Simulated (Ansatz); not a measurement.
# WSe4: the cost of one run

Program: Ansatz 0.2.0. Level of theory: DFT PBE, scalar-relativistic, plane waves, PAW. These are calculated values, not measurements.

1 further run of the same task is left out (set aside as unsound or not needed). Runs told in other sessions of the task aren't counted.

**1. The system as given**

The structure is hexagonal, space group P-6m2 (No. 187). The conventional cell has a = 3.320 Å, b = 3.320 Å, c = 16.654 Å, α = 90.00°, β = 90.00°, γ = 120.00°. Around W (site symmetry -6m2) lie 6 Se at 2.55 Å. Se (site symmetry 3m) is surrounded by 3 W at 2.55 Å.

Coordinates:

```xyz
3
Lattice="3.3201 0.0000 0.0000 -1.6600 2.8753 0.0000 0.0000 0.0000 16.6542" Properties=species:S:1:pos:R:3 pbc="T T T"
W     0.0000    0.0000    0.0000
Se    0.0000    1.9169    1.6783
Se    0.0000    1.9169   14.9759
```

It goes back to an entry of the Materials Project, which need not be the stable form.

This cell was relaxed beforehand with the same method: volume 52.99 Å³/atom, gap on the mesh 1.55 eV.

The bulk reference comes from a run made before at the same settings: -7108.2197 eV/atom.

**2. The (001) slab**

Planes are indexed in the bulk's conventional cell (P-6m2 (No. 187)), a = 3.320 Å, b = 3.320 Å, c = 16.654 Å, α = 90.00°, β = 90.00°, γ = 120.00°.

The slab is a (001) slab, 30.0 Å thick as cut, with 15 Å of vacuum; its outer planes are Se (top) and Se (bottom).

The slab as cut. Layers, bottom to top:

| plane | atoms per cell | height over the lowest (Å) |
| --- | --- | --- |
| 1 | Se | 0.00 |
| 2 | Se | 13.30 |
| 3 | W | 14.98 |
| 4 | Se | 16.65 |
| 5 | Se | 29.95 |

**3. The slab as cut, atoms at the bulk's places**

A dipole layer in the vacuum cancels the field that periodic copies would set up if the slab's two faces differ.

Contents of input.yaml:

```yaml
crystal:
  lattice:
    - [3.320082845, 0.0, 0.0]
    - [-1.6600414225, 2.8752760865, 0.0]
    - [0.0, 0.0, 44.9517854828]
  atoms:
    - { symbol: Se, position: [0.3333333333, 0.6666666667, 0.1668454305] }
    - { symbol: Se, position: [0.3333333333, 0.6666666667, 0.4626634717] }
    - { symbol: W, position: [0.0, 0.0, 0.5] }
    - { symbol: Se, position: [0.3333333333, 0.6666666667, 0.5373365283] }
    - { symbol: Se, position: [0.3333333333, 0.6666666667, 0.8331545695] }
basis:
  ecutwfc: 420
kpoints:
  mp_grid: { grid: [9, 9, 1] }
hamiltonian:
  xc: pbe
scf:
  occupations: { method: gaussian, width: 0.05 }
output:
  forces: true
  stress: true
  eigenvalues: true
efield:
  axis: 3
  dipole_correction: true
  ramp_width: 0.04
```

Run with:

```console
$ ansatz run input.yaml --threads 1 --pin off --max-ram 2560MiB --backend cpu --events-out ev --progress --plain --runs-dir out
```

Q: Estimate wall time and peak memory on 1 thread of AMD EPYC 7R43 (Zen 3), shared host.

About 20 s, with a peak of 0.66 GiB.
